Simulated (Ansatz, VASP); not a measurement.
**PbSe in VASP and in Ansatz**

The input INCAR:

```
ALGO = Normal
EDIFF = 1E-8
ENCUT = 520
GGA = PE
ISIF = 2
ISMEAR = -1
LASPH = True
LCHARG = False
LEFG = True
LREAL = False
LWAVE = False
NBANDS = 17
NELM = 80
PREC = Accurate
SIGMA = 0.02
```

Contents of KPOINTS:

```
k-points
0
Gamma
  7 7 7
```

Contents of POSCAR:

```
PbSe
1.0
    0.0000000000      3.1123581040      3.1123581040
    3.1123581040      0.0000000000      3.1123581040
    3.1123581040      3.1123581040      0.0000000000
Pb Se
1 1
Direct
    0.0000000000      0.0000000000      0.0000000000
    0.5000000000      0.5000000000      0.5000000000
```

Input for Ansatz:

```yaml
crystal:
  lattice:
    - [0.0, 3.112358104, 3.112358104]
    - [3.112358104, 0.0, 3.112358104]
    - [3.112358104, 3.112358104, 0.0]
  atoms:
    - { symbol: Pb, position: [0.0, 0.0, 0.0] }
    - { symbol: Se, position: [0.5, 0.5, 0.5] }
kpoints:
  mp_grid: { grid: [7, 7, 7] }
scf:
  occupations: { method: fermi_dirac, width: 0.02 }
hamiltonian:
  xc: pbe
  pseudopotentials: { kind: paw }
output:
  forces: true
  stress: true
  eigenvalues: true
  efg: { contact_densities: true }
```

Change from the starting cell: volume scaled by 1.05, PAW files.

Alike in both runs: task electric field gradients; functional PBE; k mesh 7 × 7 × 7; occupations fermi-dirac, width 0.02 eV; no spin polarisation.

```csv
,VASP,Ansatz
version,VASP 6.6.1,Ansatz 0.2.0
potentials or method,"VASP PAW PBE potentials, release 64 (Pb_d, Se)","PAW with Ansatz's default frozen-core files, scalar-relativistic"
plane-wave cutoff (eV),520,420
valence electrons in the cell,20,30
```

```tsv
	VASP	Ansatz	Ansatz less VASP
gap on the k mesh at the Fermi level (eV)	0.92	0.92	-0.002
pressure (GPa)	-0.2	-0.2	+0.02
Vzz of the field gradient on the site that differs most (V/Å²)	0.0	0.0	0.00
```

With one functional, cell and mesh, what is left measures potentials, basis and numerics. The two sets of potentials don't hold the same shells in valence. Ansatz warned: «gradients_without_spin_orbit».

Spin-orbit coupling is left out, which matters for the levels of Pb.
